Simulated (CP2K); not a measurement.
# TePb (Fm-3m) in CP2K: a series of runs, part 2 of 2

CP2K 2026.2. Earlier steps stand in the parts before.

### Step 3. Band structure, PBE

File tepb_bands.inp:

```
&GLOBAL
  PROJECT tepb_bands
  RUN_TYPE ENERGY_FORCE
  PRINT_LEVEL LOW
&END GLOBAL
&FORCE_EVAL
  METHOD QS
  STRESS_TENSOR ANALYTICAL
  &DFT
    BASIS_SET_FILE_NAME BASIS_MOLOPT_UZH
    POTENTIAL_FILE_NAME POTENTIAL_UZH
    &MGRID
      CUTOFF 450
      REL_CUTOFF 60
      NGRIDS 5
    &END MGRID
    &QS
      METHOD GPW
      EPS_DEFAULT 1.0E-10
    &END QS
    &KPOINTS
      SCHEME MONKHORST-PACK 7 7 7
      GAMMA_CENTERED T
      SYMMETRY T
      SYMMETRY_BACKEND SPGLIB
    &END KPOINTS
    &SCF
      SCF_GUESS ATOMIC
      EPS_SCF 1.0E-6
      MAX_SCF 100
      ADDED_MOS 10
      CHOLESKY OFF
      EPS_EIGVAL 1.0E-7
      &DIAGONALIZATION ON
        ALGORITHM STANDARD
      &END DIAGONALIZATION
      &MIXING ON
        METHOD BROYDEN_MIXING
        ALPHA 0.4
        BETA 1.5
        NBUFFER 8
      &END MIXING
      &SMEAR ON
        METHOD FERMI_DIRAC
        ELECTRONIC_TEMPERATURE [K] 580.226
      &END SMEAR
    &END SCF
    &XC
      &XC_FUNCTIONAL
        &GGA_X_PBE
        &END GGA_X_PBE
        &GGA_C_PBE
        &END GGA_C_PBE
      &END XC_FUNCTIONAL
    &END XC
    &PRINT
      &KPOINTS ON
      &END KPOINTS
      &MULLIKEN ON
      &END MULLIKEN
      &MO ON
        ENERGIES T
        OCCUPATION_NUMBERS T
        &EACH
          QS_SCF 0
        &END EACH
        ADD_LAST NUMERIC
      &END MO
      &BAND_STRUCTURE
        FILE_NAME bands.bs
        ADDED_MOS 6
        &KPOINT_SET
          UNITS B_VECTOR
          NPOINTS 10
          SPECIAL_POINT GAMMA 0.00000000 0.00000000 0.00000000
          SPECIAL_POINT X 0.50000000 0.00000000 0.50000000
          SPECIAL_POINT W 0.50000000 0.25000000 0.75000000
          SPECIAL_POINT K 0.37500000 0.37500000 0.75000000
          SPECIAL_POINT GAMMA 0.00000000 0.00000000 0.00000000
          SPECIAL_POINT L 0.50000000 0.50000000 0.50000000
          SPECIAL_POINT U 0.62500000 0.25000000 0.62500000
          SPECIAL_POINT W 0.50000000 0.25000000 0.75000000
          SPECIAL_POINT L 0.50000000 0.50000000 0.50000000
          SPECIAL_POINT K 0.37500000 0.37500000 0.75000000
        &END KPOINT_SET
        &KPOINT_SET
          UNITS B_VECTOR
          NPOINTS 10
          SPECIAL_POINT U 0.62500000 0.25000000 0.62500000
          SPECIAL_POINT X 0.50000000 0.00000000 0.50000000
        &END KPOINT_SET
      &END BAND_STRUCTURE
    &END PRINT
  &END DFT
  &SUBSYS
    &CELL
      A 4.5693240200 0.0000000000 0.0000000000
      B 2.2846620100 3.9571506795 0.0000000000
      C 2.2846620100 1.3190502265 3.7308374395
      PERIODIC XYZ
    &END CELL
    &COORD
      Pb  0.0000000000 0.0000000000 0.0000000000
      Te  4.5693240200 2.6381004530 1.8654187198
    &END COORD
    &KIND Pb
      BASIS_SET TZVP-MOLOPT-PBE-GTH-q4
      POTENTIAL GTH-PBE-q4
    &END KIND
    &KIND Te
      BASIS_SET TZVP-MOLOPT-PBE-GTH-q6
      POTENTIAL GTH-PBE-q6
    &END KIND
    &PRINT
      &ATOMIC_COORDINATES ON
      &END ATOMIC_COORDINATES
      &CELL ON
      &END CELL
    &END PRINT
  &END SUBSYS
  &PRINT
    &FORCES ON
    &END FORCES
    &STRESS_TENSOR ON
    &END STRESS_TENSOR
  &END PRINT
&END FORCE_EVAL
```

Potentials or basis: POTENTIAL_UZH Pb GTH-PBE-q4, Te GTH-PBE-q6; TZVP-MOLOPT-PBE-GTH basis.

Run with:

```console
$ OMP_NUM_THREADS=1 cp2k.psmp -i tepb_bands.inp -o tepb_bands.out
```

tepb_bands.out:

```text

 CP2K| version string:                                       CP2K version 2026.2
 CP2K| Input file name                                            tepb_bands.inp

 GLOBAL| Force Environment number                                              1
 GLOBAL| Basis set file name                                    BASIS_MOLOPT_UZH
 GLOBAL| Potential file name                                       POTENTIAL_UZH
 GLOBAL| MM Potential file name                                     MM_POTENTIAL
 GLOBAL| Coordinate file name                                      __STD_INPUT__
 GLOBAL| Method name                                                        CP2K
 GLOBAL| Project name                                                 tepb_bands
 GLOBAL| Run type                                                   ENERGY_FORCE
 GLOBAL| FFT library                                                       FFTW3
 GLOBAL| Diagonalization library                                       ScaLAPACK
 GLOBAL| Cholesky decomposition library                                ScaLAPACK
 GLOBAL| DGEMM library                                                      BLAS
 GLOBAL| Direct generalized diagonalization requested                          F
 GLOBAL| Matrix multiplication library                                 ScaLAPACK
 GLOBAL| Global print level                                                  LOW
 GLOBAL| Total number of message passing processes                             1
 GLOBAL| Number of threads for this process                                    1
 GLOBAL| CPU model name                                                  UNKNOWN

 CELL| Volume [angstrom^3]:                                            67.459151
 CELL| Vector a [angstrom]:       4.569     0.000     0.000   |a| =     4.569324
 CELL| Vector b [angstrom]:       2.285     3.957     0.000   |b| =     4.569324
 CELL| Vector c [angstrom]:       2.285     1.319     3.731   |c| =     4.569324
 CELL| Angle (b,c), alpha [degree]:                                    60.000000
 CELL| Angle (a,c), beta  [degree]:                                    60.000000
 CELL| Angle (a,b), gamma [degree]:                                    60.000000
 CELL| Numerically orthorhombic:                                              NO
 CELL| Periodicity                                                           XYZ

 CELL_REF| Volume [angstrom^3]:                                        67.459151
 CELL_REF| Vector a [angstrom     4.569     0.000     0.000   |a| =     4.569324
 CELL_REF| Vector b [angstrom     2.285     3.957     0.000   |b| =     4.569324
 CELL_REF| Vector c [angstrom     2.285     1.319     3.731   |c| =     4.569324
 CELL_REF| Angle (b,c), alpha [degree]:                                60.000000
 CELL_REF| Angle (a,c), beta  [degree]:                                60.000000
 CELL_REF| Angle (a,b), gamma [degree]:                                60.000000
 CELL_REF| Numerically orthorhombic:                                          NO
 CELL_REF| Periodicity                                                       XYZ
[... 9 lines left out ...]
 TOTAL NUMBERS AND MAXIMUM NUMBERS

  Total number of            - Atomic kinds:                                   2
                             - Atoms:                                          2
                             - Shell sets:                                     2
                             - Shells:                                        14
                             - Primitive Cartesian functions:                  8
                             - Cartesian basis functions:                     36
                             - Spherical basis functions:                     34

  Maximum angular momentum of- Orbital basis functions:                        2
                             - Local part of the GTH pseudopotential:          0
[... 98 lines left out ...]
  Core density on regular grids:                9.9999999962       -0.0000000038
  Total charge density on r-space grids:       -0.0000000038
  Total charge density g-space grids:          -0.0000000038

  Overlap energy of the core charge distribution:               0.00000000002223
  Self energy of the core charge distribution:                -24.78996145555788
  Core Hamiltonian energy:                                      5.00142590191339
  Hartree energy:                                              10.86306042867630
  Exchange-correlation energy:                                 -2.80421185605609
  Electronic entropic energy:                                  -0.00000015669075
  Fermi energy:                                                 0.15626568970296

  Total energy:                                               -11.72968713769312
  Total energy (extrapolated to T->0):                        -11.72968705934775

 MO| EIGENVALUES AND OCCUPATION NUMBERS FOR K POINT 1
 MO|
 MO|  Index      Eigenvalue [a.u.]        Eigenvalue [eV]             Occupation
 MO|      1              -0.256982              -6.992840               2.000000
 MO|      2              -0.170144              -4.629857               2.000000
 MO|      3               0.102392               2.786215               2.000000
 MO|      4               0.102392               2.786216               2.000000
 MO|      5               0.138756               3.775740               1.999855
 MO|      6               0.173488               4.720856               0.000170
 MO|      7               0.191460               5.209882               0.000000
 MO|      8               0.191460               5.209883               0.000000
 MO|      9               0.466742              12.700694               0.000000
 MO|     10               0.526847              14.336243               0.000000
 MO|     11               0.526847              14.336244               0.000000
 MO|     12               0.554414              15.086359               0.000000
 MO|     13               0.647661              17.623749               0.000000
[... 268 lines left out ...]
 MO|      4               0.096076               2.614373               2.000000
 MO|      5               0.121037               3.293584               2.000000
 MO|      6               0.209991               5.714148               0.000000
 MO|      7               0.221848               6.036798               0.000000
 MO|      8               0.221848               6.036800               0.000000
 MO|      9               0.407630              11.092182               0.000000
 MO|     10               0.439728              11.965613               0.000000
 MO|     11               0.439728              11.965616               0.000000
 MO|     12               0.564712              15.366586               0.000000
 MO|     13               0.618000              16.816633               0.000000
 MO|     14               0.618000              16.816645               0.000000
 MO|     15               0.744946              20.271004               0.000000
 MO| Sum:                                                              10.000000
 MO| E(Fermi):            0.156266 a.u.          4.252206 eV

 [... the levels of further k-points ...]

 !-----------------------------------------------------------------------------!
                     Mulliken Population Analysis

 #  Atom  Element  Kind  Atomic population                           Net charge
       1     Pb       1          3.448321                              0.551679
       2     Te       2          6.551679                             -0.551679
 # Total charge                             10.000000                  0.000000

 !-----------------------------------------------------------------------------!

 KPOINTS| Band Structure Calculation
 KPOINTS| Number of k-point sets                                               2
 KPOINTS| Number of added MOs/bands                                            6
 KPOINTS| Number of k-points in set    1                                      91
 KPOINTS| In units of b-vector [2pi/Bohr]
 KPOINTS| Special point     1       GAMMA     0.000000     0.000000     0.000000
 KPOINTS| Special point     2           X     0.500000     0.000000     0.500000
 KPOINTS| Special point     3           W     0.500000     0.250000     0.750000
 KPOINTS| Special point     4           K     0.375000     0.375000     0.750000
 KPOINTS| Special point     5       GAMMA     0.000000     0.000000     0.000000
 KPOINTS| Special point     6           L     0.500000     0.500000     0.500000
 KPOINTS| Special point     7           U     0.625000     0.250000     0.625000
 KPOINTS| Special point     8           W     0.500000     0.250000     0.750000
 KPOINTS| Special point     9           L     0.500000     0.500000     0.500000
 KPOINTS| Special point    10           K     0.375000     0.375000     0.750000
 KPOINTS| Number of k-points in set    2                                      11
 KPOINTS| In units of b-vector [2pi/Bohr]
 KPOINTS| Special point     1           U     0.625000     0.250000     0.625000
 KPOINTS| Special point     2           X     0.500000     0.000000     0.500000

 ENERGY| Total FORCE_EVAL ( QS ) energy [hartree]            -11.729686697729941

 FORCES| Atomic forces [hartree/bohr]
 FORCES|   Atom     x               y               z               |f|
 FORCES|      1 -2.19612961E-13 -4.47697130E-14 -9.90416854E-13   1.01546035E-12
 FORCES|      2 -2.47836785E-13  6.82472711E-14  1.01800726E-12   1.04996169E-12
 FORCES| Sum    -4.67449747E-13  2.34775582E-14  2.75904068E-14
 FORCES| Total atomic force                                       4.68851461E-13

 STRESS| Analytical stress tensor [bar]
 STRESS|                        x                   y                   z
 STRESS|      x        2.68527270425E+04   2.78068290957E-03   2.42796752229E-03
 STRESS|      y        2.78068290957E-03   2.68527898794E+04   2.13531836237E-01
 STRESS|      z        2.42796752229E-03   2.13531836237E-01   2.68530149084E+04
 STRESS| 1/3 Trace                                             2.68528439434E+04
 STRESS| Determinant                                           1.93629205631E+13

 STRESS| Eigenvectors and eigenvalues of the analytical stress tensor [bar]
 STRESS|                        1                   2                   3
 STRESS| Eigenvalues   2.68526610132E+04   2.68527270321E+04   2.68531437850E+04
 STRESS|      x          -0.017046398399      0.999819116774      0.008435285077
 STRESS|      y           0.856142389200      0.010238002674      0.516638551326
 STRESS|      z          -0.516458739607     -0.016028631694      0.856162048475
```

Wall time 9.9 s (1 thread of Arm Neoverse V2, shared host); peak memory 0.29 GiB.

Results:

| Property | Result |
| --- | --- |
| Free energy | -319.1810 eV |
| Pressure | 2.7 GPa |
| Band gap along the path | 0.60 eV, direct |
| Mulliken charges | Pb +0.55; Te -0.55 e |

Levels at the corners of the path, in eV from the Fermi level:
| point | band 2 | band 3 | band 4 | band 5 | band 6 | band 7 | band 8 | band 9 |
| --- | --- | --- | --- | --- | --- | --- | --- | --- |
| Γ | -5.96 | -1.80 | -1.80 | -1.80 | 3.90 | 3.90 | 3.90 | 5.73 |
| X | -7.73 | -5.07 | -3.31 | -3.31 | 2.92 | 5.31 | 5.31 | 6.41 |
| W | -8.45 | -4.35 | -4.35 | -0.81 | 1.26 | 5.05 | 5.05 | 7.05 |
| K | -8.43 | -4.69 | -2.82 | -2.58 | 3.26 | 3.43 | 5.12 | 5.69 |
| Γ | -5.96 | -1.80 | -1.80 | -1.80 | 3.90 | 3.90 | 3.90 | 5.73 |
| L | -9.09 | -1.43 | -1.43 | -0.34 | 0.26 | 0.84 | 0.84 | 9.00 |
| U | -8.43 | -4.69 | -2.82 | -2.58 | 3.26 | 3.43 | 5.12 | 5.69 |
| W | -8.45 | -4.35 | -4.35 | -0.81 | 1.26 | 5.05 | 5.05 | 7.05 |
| L | -9.09 | -1.43 | -1.43 | -0.34 | 0.26 | 0.84 | 0.84 | 9.00 |
| K | -8.43 | -4.69 | -2.82 | -2.58 | 3.26 | 3.43 | 5.12 | 5.69 |
| U | -8.43 | -4.69 | -2.82 | -2.58 | 3.26 | 3.43 | 5.12 | 5.69 |
| X | -7.73 | -5.07 | -3.31 | -3.31 | 2.92 | 5.31 | 5.31 | 6.41 |

Caveat: Mulliken charges move with the basis; this odd mesh misses L, where the gap lies, so gap, dielectric constants and Born charges aren't listed; spin-orbit coupling is left out, which moves the levels of the heavy elements; the basis of atomic orbitals isn't converged, which shifts pressures, moduli and gaps.

### Step 4. Band structure, LDA

Edit tepb_bands.inp of step 3 so:

```diff
@@ -10,3 +10,3 @@
     BASIS_SET_FILE_NAME BASIS_MOLOPT_UZH
-    POTENTIAL_FILE_NAME POTENTIAL_UZH
+    POTENTIAL_FILE_NAME GTH_POTENTIALS
     &MGRID
@@ -44,3 +44,3 @@
         METHOD FERMI_DIRAC
-        ELECTRONIC_TEMPERATURE [K] 580.226
+        ELECTRONIC_TEMPERATURE 580.23
       &END SMEAR
@@ -49,6 +49,6 @@
       &XC_FUNCTIONAL
-        &GGA_X_PBE
-        &END GGA_X_PBE
-        &GGA_C_PBE
-        &END GGA_C_PBE
+        &LDA_X
+        &END LDA_X
+        &LDA_C_PW
+        &END LDA_C_PW
       &END XC_FUNCTIONAL
@@ -68,8 +68,13 @@
       &END MO
+      &LOWDIN ON
+      &END LOWDIN
+      &HIRSHFELD ON
+        SHAPE_FUNCTION DENSITY
+      &END HIRSHFELD
       &BAND_STRUCTURE
         FILE_NAME bands.bs
-        ADDED_MOS 6
+        ADDED_MOS 4
         &KPOINT_SET
           UNITS B_VECTOR
-          NPOINTS 10
+          NPOINTS 8
           SPECIAL_POINT GAMMA 0.00000000 0.00000000 0.00000000
@@ -87,3 +92,3 @@
           UNITS B_VECTOR
-          NPOINTS 10
+          NPOINTS 8
           SPECIAL_POINT U 0.62500000 0.25000000 0.62500000
@@ -102,4 +107,5 @@
     &COORD
+      SCALED
       Pb  0.0000000000 0.0000000000 0.0000000000
-      Te  4.5693240200 2.6381004530 1.8654187198
+      Te  0.5000000000 0.5000000000 0.5000000000
     &END COORD
@@ -107,3 +113,3 @@
       BASIS_SET TZVP-MOLOPT-PBE-GTH-q4
-      POTENTIAL GTH-PBE-q4
+      POTENTIAL GTH-PADE-q4
     &END KIND
@@ -111,3 +117,3 @@
       BASIS_SET TZVP-MOLOPT-PBE-GTH-q6
-      POTENTIAL GTH-PBE-q6
+      POTENTIAL GTH-PADE-q6
     &END KIND
@@ -118,2 +124,4 @@
       &END CELL
+      &SYMMETRY ON
+      &END SYMMETRY
     &END PRINT
```

Potentials or basis: GTH_POTENTIALS Pb GTH-PADE-q4, Te GTH-PADE-q6; TZVP-MOLOPT-PBE-GTH basis.

Run with:

```console
$ OMP_NUM_THREADS=1 cp2k.psmp -i tepb_bands.inp -o tepb_bands.out
```

It took 8.9 s on 1 thread of Arm Neoverse V2, shared host; peak memory 0.29 GiB.

It converged, with:

```yaml
Free_energy: -324.1960 eV
Pressure: -2.2 GPa
Band_gap_along_the_path: 0.64 eV, direct
Mulliken_charges: Pb +0.40; Te -0.40 e
Hirshfeld_charges: Pb +0.15; Te -0.15 e
```

Levels at the corners of the path, in eV from the Fermi level:
```
point  band 3  band 4  band 5  band 6  band 7  band 8
    Γ   -1.68   -1.68   -1.68    3.76    3.76    3.76
    X   -4.93   -3.18   -3.18    3.06    5.15    5.15
    W   -4.21   -4.21   -0.73    1.18    5.12    5.12
    K   -4.55   -2.70   -2.51    3.26    3.35    5.14
    Γ   -1.68   -1.68   -1.68    3.76    3.76    3.76
    L   -1.29   -1.29   -0.37    0.28    0.79    0.79
    U   -4.55   -2.70   -2.51    3.26    3.35    5.14
    W   -4.21   -4.21   -0.73    1.18    5.12    5.12
    L   -1.29   -1.29   -0.37    0.28    0.79    0.79
    K   -4.55   -2.70   -2.51    3.26    3.35    5.14
    U   -4.55   -2.70   -2.51    3.26    3.35    5.14
    X   -4.93   -3.18   -3.18    3.06    5.15    5.15
```

Caveat: Mulliken charges move with the basis; this odd mesh misses L, where the gap lies, so gap, dielectric constants and Born charges aren't listed; spin-orbit coupling is left out, which moves the levels of the heavy elements; the basis of atomic orbitals isn't converged, which shifts pressures, moduli and gaps.

### Step 5. The runs side by side

```csv
level,potentials or basis,points a segment of the path (NPOINTS),bands added on the path,pressure (GPa)
RPBE,"POTENTIAL_UZH Pb GTH-PBE-q4, Te GTH-PBE-q6; TZVP-MOLOPT-PBE-GTH basis",6,2,3.2
PBE,"POTENTIAL_UZH Pb GTH-PBE-q4, Te GTH-PBE-q6; TZVP-MOLOPT-PBE-GTH basis",10,6,2.7
LDA,"GTH_POTENTIALS Pb GTH-PADE-q4, Te GTH-PADE-q6; TZVP-MOLOPT-PBE-GTH basis",8,4,-2.2
```

Alike in all rows: task band structure; no spin polarisation; cell as given; k mesh 7 × 7 × 7; smearing fermi-dirac 0.05 eV.

Caveats: spin-orbit coupling is left out, which moves the levels of the heavy elements; the basis of atomic orbitals isn't converged, which shifts pressures, moduli and gaps; the potentials were made for another functional, which shifts forces and pressure (some runs).

Total energies depend on the potentials used, so only differences within one code and one set of settings carry meaning.

### Step 6. Against experiment

Step 2. Against the measured gap of TePb, 0.19 eV (direct; 4.2 K; a printed reference work, monograph), the calculated 0.65 eV is off by +0.46 eV. Spin-orbit coupling on Pb, Te is left out. The value is that of RPBE in an atomic basis (POTENTIAL_UZH Pb GTH-PBE-q4, Te GTH-PBE-q6; TZVP-MOLOPT-PBE-GTH basis), whose error adds to the functional's,, without temperature or zero-point motion.

Step 3. A measured gap of TePb is 0.19 eV (direct; 4.2 K; a printed reference work, monograph); the calculated 0.60 eV misses it by +0.41 eV. Spin-orbit coupling on Pb, Te is left out. The value is that of PBE in an atomic basis (POTENTIAL_UZH Pb GTH-PBE-q4, Te GTH-PBE-q6; TZVP-MOLOPT-PBE-GTH basis), whose error adds to the functional's,, without temperature or zero-point motion.

Step 4. Against the measured gap of TePb, 0.19 eV (direct; 4.2 K; a printed reference work, monograph), the calculated 0.64 eV is off by +0.45 eV. Spin-orbit coupling on Pb, Te is left out. The value is that of LDA in an atomic basis (GTH_POTENTIALS Pb GTH-PADE-q4, Te GTH-PADE-q6; TZVP-MOLOPT-PBE-GTH basis), whose error adds to the functional's,, without temperature or zero-point motion.
